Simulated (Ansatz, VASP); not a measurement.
**CdTe: VASP beside Ansatz**

```
Cd Te
1.0
     0.00000    2.97558    2.97558
     2.97558    0.00000    2.97558
     2.97558    2.97558    0.00000
Cd Te
1 1
Cartesian
  0.0000 0.0000 0.0000
  4.4634 4.4634 4.4634
```

Alike in both runs: functional PBEsol; k mesh 8 × 8 × 8; no spin polarisation.

Ansatz relaxed the structure, and its values are those at the end. VASP's run is a single point on that final structure, the one shown.

|  | VASP | Ansatz |
| --- | --- | --- |
| version | VASP 6.6.1 | Ansatz 0.2.0 |
| potentials or method | VASP PAW PBE potentials, release 64 (Cd, Te) | scalar-relativistic, plane waves, PAW |
| plane-wave cutoff (eV) | 520 | 420 |
| occupations | gaussian, width 0.01 eV | fixed |
| valence electrons in the cell | 18 | 36 |

|  | VASP | Ansatz | Ansatz less VASP |
| --- | --- | --- | --- |
| gap on the k mesh at the Fermi level (eV) | 1.45 | 1.42 | -0.023 |
| least direct gap on the mesh (eV) | 1.45 | 1.42 | -0.023 |
| pressure (GPa) | 20.5 | 20.0 | -0.46 |

The two sets of potentials don't hold the same shells in valence.

Caveats: so large a pressure means that the cell lies far from this level's equilibrium, or that cutoff or potentials fall short (VASP); the potentials were made for another functional, which shifts forces and pressure (VASP); spin-orbit coupling is left out, which moves the levels of the heavy elements. A k mesh can miss the band edges. Expect the measured gap to be larger: semilocal functionals such as PBEsol lack the derivative discontinuity.
